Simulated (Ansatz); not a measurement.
Bulk crystal (GaN) after relaxation:

```cif
data_structure
_symmetry_space_group_name_H-M 'F-43m'
_symmetry_Int_Tables_number 216
_cell_length_a 4.4982
_cell_length_b 4.4982
_cell_length_c 4.4982
_cell_angle_alpha 90.000
_cell_angle_beta 90.000
_cell_angle_gamma 90.000
_cell_volume 91.02
loop_
_atom_site_label
_atom_site_type_symbol
_atom_site_symmetry_multiplicity
_atom_site_Wyckoff_symbol
_atom_site_fract_x
_atom_site_fract_y
_atom_site_fract_z
_atom_site_occupancy
Ga1 Ga 4 a 0.00000 0.00000 0.00000 1
N1 N 4 c 0.25000 0.25000 0.25000 1
```

Miller indices refer to the conventional cell of F-43m (No. 216), a = 4.498 Å, b = 4.498 Å, c = 4.498 Å, α = 90.00°, β = 90.00°, γ = 90.00°. The bulk's gap is 1.70 eV.

The (110) slab of 7 planes, 9.5 Å thick with 15 Å of vacuum as cut; outer planes GaN (top) and GaN (bottom).

Computed with Ansatz 0.2.0, DFT PBEsol, scalar-relativistic, plane waves, PAW. Plane waves to 420 eV, a k mesh through Γ of 8×6×1 on the computed 14-atom cell and Gaussian smearing (0.05 eV); no spin polarisation. The cell repeats along c with a dipole correction in the vacuum.

Results for the relaxed slab:

| Item | Value |
| --- | --- |
| Surface energy (mean of both faces) | 1.94 J/m² |
| Gap of the slab on the mesh | 1.56 eV |
| Bulk valence band top under the vacuum level | 6.01 eV |
| Bulk conduction band bottom under the vacuum level | 4.31 eV |

Relaxation lowers the energy by 0.521 J/m² a face; the largest move is 0.283 Å.

| plane (bottom to top) | atoms | spacing to next, bulk (Å) | relaxed (Å) | change (%) | rumpling (Å) |
| --- | --- | --- | --- | --- | --- |
| 1 | GaN | 1.590 | 1.472 | -7.5 | 0.242 |
| 2 | GaN | 1.590 | 1.624 | +2.1 | 0.038 |
| 3 | GaN | 1.590 | 1.587 | -0.2 | 0.018 |
| 4 | GaN | 1.590 | 1.587 | -0.2 | 0.000 |
| 5 | GaN | 1.590 | 1.624 | +2.1 | 0.018 |
| 6 | GaN | 1.590 | 1.472 | -7.5 | 0.038 |
| 7 | GaN |  |  |  | 0.242 |

The reference crystal is the zinc-blende form of GaN, which isn't its usual structure.